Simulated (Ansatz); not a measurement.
# Lutetium (fcc) across density functionals

All rows: Ansatz, plane waves with scalar-relativistic PAW, 420 eV (500 eV for the SCAN forms), relaxed under each functional, no dispersion correction, no zero-point motion. B₀ comes from uniform scaling at fixed shape; a dash is a value not given.

```tsv
functional	V (Å³/atom)	cell	B₀ (GPa)	magnetic state	ΔE to hcp (meV/atom)
PBE	29.10	a = 4.883 Å	42	spin not included	43
r²SCAN	29.20	a = 4.888 Å	41	spin not included	58
PBEsol	27.26	a = 4.777 Å	47	spin not included	36
LDA	25.62	a = 4.680 Å	54	spin not included	23
revPBE	30.18	a = 4.942 Å	39	spin not included	45
RPBE	30.60	a = 4.965 Å	39	spin not included	46
BLYP	29.69	a = 4.915 Å	42	spin not included	38
```

LDA gives the smallest volume and RPBE the largest.
